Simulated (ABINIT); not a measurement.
Runs of ABINIT 10.8.3 (patched build) on AlRu. The structure is cubic, space group Pm-3m (No. 221). The conventional cell has a = 2.992 Å, b = 2.992 Å, c = 2.992 Å, α = 90.00°, β = 90.00°, γ = 90.00°. Around Ru (site symmetry m-3m) lie 8 Al at 2.59 Å. Around Al (site symmetry m-3m) lie 8 Ru at 2.59 Å. 

```tsv
level	potentials or basis	cutoff (eV)	dispersion computed by	fine-grid cutoff	V0 of scaled cells (Å³/atom)	B0 (GPa)
PBE+D3	JTH PAW PBE v2.0	408	simple-dftd3 1.7.0	816.342 eV	13.15	(b)
PBE	PseudoDojo NC SR PBE v0.4 stringent	1143	-	-	13.55	204
PBE+D3(BJ)	JTH PAW PBE v2.0	408	simple-dftd3 1.7.0	816.342 eV	13.15	222
PBE+D4	JTH PAW PBE v2.0	408	dftd4 4.3.1	816.342 eV	(a)	219
PBE	SG15 NC PBE v1.2	952	-	-	13.54	204
PBE	SPMS NC PBE v1.0	599	-	-	13.55	204
PBE	Ansatz NC PBE	1143	-	-	13.55	203
PBE	PseudoDojo NC SR PBE v0.5 standard	1143	-	-	13.55	204
```

Alike in all rows: task equation of state; no spin polarisation; cell as given; k mesh 9 × 9 × 9; smearing fermi-dirac 0.05 eV.

Problem. Estimate the missing entries.

Solution. (a) 13.21; (b) 220.

Caveats: pressures at fixed basis lie under the slope of the energies.
